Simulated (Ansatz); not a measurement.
Write the native input for Ansatz 0.2.0 that does the following.

* Task: single point
* Functional: PBE
* Potentials or basis: all-electron LAPW, scalar-relativistic
* Cutoff: 53 eV (chosen from the basis error)
* Basis error allowed: 0.001 eV/atom
* k mesh: 7 × 7 × 7
* Occupations: fermi-dirac, width 0.05 eV
* Spin: no spin polarisation

K:

```xyz
1
Lattice="-2.6976 2.6976 2.6436 2.6976 -2.6976 2.6436 2.6976 2.6976 -2.6436" Properties=species:S:1:pos:R:3 pbc="T T T"
K     0.0000    0.0000    0.0000
```

The cell isn't the ideal one: strain = -0.02.

One way to write it, as run:

input.yaml

```yaml
crystal:
  lattice:
    - [-2.6975585167, 2.6975585167, 2.6436073464]
    - [2.6975585167, -2.6975585167, 2.6436073464]
    - [2.6975585167, 2.6975585167, -2.6436073464]
  atoms:
    - { symbol: K, position: [0.0, 0.0, 0.0] }
kpoints:
  mp_grid: { grid: [7, 7, 7] }
scf:
  occupations: { method: fermi_dirac, width: 0.05 }
hamiltonian:
  xc: pbe
  pseudopotentials: { kind: all_electron, lapw: { basis_error: 0.001 } }
output:
  forces: true
  stress: true
  eigenvalues: true
```

Potentials or basis: all-electron LAPW, scalar-relativistic.

The run is started by

```sh
$ ansatz run input.yaml --threads 1 --pin off --max-ram 3072MiB --backend cpu --events-out ev --progress --plain --runs-dir out
```

It gave:

| Quantity | Value |
| --- | --- |
| Pressure | -0.1 GPa |
| Band gap on the k mesh | none (metal or under the smearing width) |

It took 1.6 s on 1 thread of Arm Neoverse V2, with other jobs on the host, peak memory 0.19 GiB.
